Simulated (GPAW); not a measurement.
The system is Ni.

```
CELL_PARAMETERS angstrom
-1.38372 1.38372 1.38372
1.38372 -1.38372 1.38372
1.38372 1.38372 -1.38372
ATOMIC_POSITIONS crystal
Ni 0.00000 0.00000 0.00000
```

This isn't the form of Ni at room conditions, which is fcc.

Base run:

- Program: GPAW 26.7.0
- Functional: LDA
- Potentials or basis: the program's PAW data sets (release 1.2.1) made for this functional
- Cutoff: 600 eV
- Basis: pw
- k mesh: 13 × 13 × 13
- Occupations: fermi-dirac, width 0.05 eV
- Spin: collinear spin, ferromagnetic start
- Starting moments: [1.0] μB

Its results: pressure -8.4 GPa; net moment 0.53 μB per cell; site moments Ni +0.55 μB.

**Question.** The run is repeated on the same cell with these changes: functional from LDA to PBEsol; potentials or basis from the program's PAW data sets (release 1.2.1) made for this functional to PAW data sets generated in the run's folder for this functional. What comes out?

**Answer.** Pressure 0.5 GPa; net moment 0.58 μB per cell; site moments Ni +0.61 μB.

Caveats: the stock nickel data set gives pressures a few GPa off other programs.
